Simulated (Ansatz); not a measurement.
# Si: band gap under strain

Aim: follow the gap of Si built on the diamond prototype through these states: -0.9 % strain along z alone; +5.7 % biaxial strain in the (111) plane, free along [111]; +4.4 % strain along x alone. The table at the end shows which levels were run.

Code: Ansatz 0.2.0. PAW datasets, plane waves. Calculated at 0 K for a non-magnetic cell.

## 1. The system as given

The unstrained cell was relaxed with r2SCAN; in each strained cell the atoms were relaxed again with r2SCAN. Names of k-points are those of the unstrained zone, where strain can split equivalent points. First state: -0.9 % strain along z alone.

It is tetragonal, I4_1/amd (No. 141); a = 3.850 Å, c = 5.398 Å in the conventional setting, 20.00 Å³ an atom. Around Si lie 4 Si at 2.35 Å.

The structure in full:

```
CELL_PARAMETERS angstrom
0.00000 2.72212 2.69898
2.72212 0.00000 2.69898
2.72212 2.72212 0.00000
ATOMIC_POSITIONS crystal
Si 0.00000 0.00000 0.00000
Si 0.25000 0.25000 0.25000
```

## 2. -0.9 % strain along z alone: PBE

File input.yaml:

```yaml
crystal:
  lattice:
    - [0.0, 2.7221188962, 2.6989808855]
    - [2.7221188962, 0.0, 2.6989808855]
    - [2.7221188962, 2.7221188962, 0.0]
  atoms:
    - { symbol: Si, position: [0.0, 0.0, 0.0] }
    - { symbol: Si, position: [0.25, 0.25, 0.25] }
kpoints:
  mp_grid: { grid: [8, 8, 8] }
  band_path:
    path:
      - [0.0, 0.0, 0.0]
      - [0.5, 0.0, 0.5]
      - [0.625, 0.25, 0.625]
      - [0.375, 0.375, 0.75]
      - [0.5, 0.5, 0.5]
      - [0.5, 0.25, 0.75]
      - [0.419271, 0.419271, 0.0]
    npoints: 1
hamiltonian:
  xc: pbe
scf:
  occupations: { method: fermi_dirac, width: 0.02 }
  n_extra_bands: 4
output:
  forces: true
  stress: true
  eigenvalues: true
  write_density: true
  write_potential: true
  elf: true
  volumetric_format: npy
```

On the command line:

```console
$ ansatz run input.yaml --threads 4 --pin off --max-ram 3686MiB --backend cpu --events-out ev --progress --plain --runs-dir out
```

The runs that follow: -0.9 % strain along z alone: r2SCAN; -0.9 % strain along z alone: HSE06; +5.7 % biaxial strain in the (111) plane, free along [111]: PBE; +5.7 % biaxial strain in the (111) plane, free along [111]: r2SCAN; +5.7 % biaxial strain in the (111) plane, free along [111]: HSE06; +4.4 % strain along x alone: PBE; +4.4 % strain along x alone: r2SCAN; +4.4 % strain along x alone: HSE06.

**Question.** What will these runs give?

As calculated:

Least gap in eV (negative: overlap):

| state | PBE | r2SCAN | HSE06 |
| --- | --- | --- | --- |
| -0.9 % strain along z alone | 0.48 | 0.66 | 1.03 |
| +5.7 % biaxial strain in the (111) plane, free along [111] | 0.20 | 0.43 | 0.80 |
| +4.4 % strain along x alone | 0.43 | 0.60 | 0.98 |

**Reading.** Where both were run, the HSE06 gap lies +0.55 to +0.60 eV from PBE's, each on its own k points. In PBE the gap is least under +5.7 % biaxial strain in the (111) plane, free along [111] (0.20 eV) and largest under -0.9 % strain along z alone (0.48 eV).
